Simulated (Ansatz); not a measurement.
Ge in Ansatz: the effect of functional

Ge:

```
Ge
1.0
     1.50763   -2.62883    0.00000
     1.50763    2.62883    0.00000
     0.00000    0.00000    4.78981
Ge
2
Direct
  0.33345 0.66655 0.25000
  0.66655 0.33345 0.75000
```

This isn't the form of Ge at room conditions, which is diamond.

The cell isn't the ideal one: volume scaled by 1.04.

Alike in all runs:

* Program: Ansatz 0.2.0
* Task: single point
* Potentials or basis: Ansatz PAW
* k mesh: 10 × 10 × 6
* Occupations: fermi-dirac, width 0.05 eV
* Spin: no spin polarisation

**Question.** One run gave: pressure -0.8 GPa. Which functional did it use?
A. LDA
B. r2SCAN
C. PBEsol

**Answer.** B.

| functional | cutoff | pressure (GPa) |
| --- | --- | --- |
| LDA | 420 eV (not typed: the program's choice for these potentials) | -3.9 |
| PBEsol | 420 eV (not typed: the program's choice for these potentials) | -2.3 |
| r2SCAN | 500 eV (not typed: the program's choice for these potentials) | -0.8 |

Caveats: the PAW data sets come from PBE, with cores solved anew for the run's functional, which leaves a small shift of forces and pressure.
